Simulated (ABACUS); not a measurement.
TiSi:

```xyz
2
Lattice="1.8162 -2.1176 0.0000 1.8162 2.1176 0.0000 0.0000 0.0000 3.8039" Properties=species:S:1:pos:R:3 pbc="T T T"
Ti    1.8162    0.0000    0.0000
Si    0.0000    0.0000    1.9020
```

The cell comes from a database or a generator and needn't be the stable form of this composition.

Base run:

| Quantity | Value |
| --- | --- |
| Program | ABACUS 3.10.1 |
| Functional | r2SCAN |
| Potentials or basis | SG15 ONCV 1.2 PBE |
| Cutoff | 1361 eV |
| Density cutoff | 5442 eV |
| Basis | DZP LCAO (the cutoffs set its grid) |
| k mesh | 10 × 10 × 7 |
| Occupations | fermi-dirac, width 0.05 eV |
| Spin | no spin polarisation |

Its results: band gap on the k mesh none (metal or under the smearing width); pressure 0.2 GPa.

The run is repeated on the same cell with these changes: functional from r2SCAN to BLYP. What comes out?

Band gap on the k mesh none (metal or under the smearing width); pressure 6.9 GPa.

Caveats: the atomic orbitals were generated for these runs and aren't a published set; the potentials were made for another functional, which shifts forces and pressure; the basis of atomic orbitals isn't converged, which shifts pressures, moduli and gaps.
